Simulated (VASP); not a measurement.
MoSe2:

```
Mo Se
1.0
     3.28800    0.00000    0.00000
    -1.64400    2.84749    0.00000
     0.00000    0.00000   12.90000
Mo Se
2 4
Direct
  0.33333 0.66667 0.25000
  0.66667 0.33333 0.75000
  0.33333 0.66667 0.62500
  0.66667 0.33333 0.12500
  0.33333 0.66667 0.87500
  0.66667 0.33333 0.37500
```

- Program: VASP 6.6.1
- Task: relaxation of cell and atoms
- Functional: PBEsol
- Potentials or basis: VASP PAW PBE potentials, release 64 (Mo_sv, Se)
- Cutoff: 600 eV
- k mesh: 9 × 9 × 2
- Occupations: gaussian, width 0.03 eV
- Spin: no spin polarisation

At the start: pressure 3.5 GPa; volume 20.13 Å³/atom.

Where does the relaxation end?

Over 5 steps the energy falls by 14.0 meV/atom and the volume is 20.34 Å³/atom (+1.0 %); space group P6_3/mmc (No. 194, to 0.05 Å).

Step by step:
```csv
step,energy change (eV),largest force (eV/Å),pressure (GPa),volume (Å³)
1,0.0000,0.8474,3.53,120.78
2,0.1461,1.1549,-7.71,128.65
3,-0.0719,0.0364,-1.08,123.56
4,-0.0720,0.0584,-0.97,123.48
5,-0.0842,0.0051,-0.04,122.03
```

Final structure:
```cif
data_structure
_symmetry_space_group_name_H-M 'P 1'
_symmetry_Int_Tables_number 1
_cell_length_a 3.2716
_cell_length_b 3.2716
_cell_length_c 13.1641
_cell_angle_alpha 90.000
_cell_angle_beta 90.000
_cell_angle_gamma 120.000
_cell_volume 122.03
loop_
_atom_site_label
_atom_site_type_symbol
_atom_site_fract_x
_atom_site_fract_y
_atom_site_fract_z
_atom_site_occupancy
Mo1 Mo 0.33333 0.66667 0.25000 1
Mo2 Mo 0.66667 0.33333 0.75000 1
Se1 Se 0.33333 0.66667 0.62343 1
Se2 Se 0.66667 0.33333 0.12343 1
Se3 Se 0.33333 0.66667 0.87657 1
Se4 Se 0.66667 0.33333 0.37657 1
```

Caveat: the PAW data sets were made with another functional, which shifts forces and pressure a little; this functional lacks dispersion, which binds the layers, so the pressure and a relaxed spacing across them are unreliable.
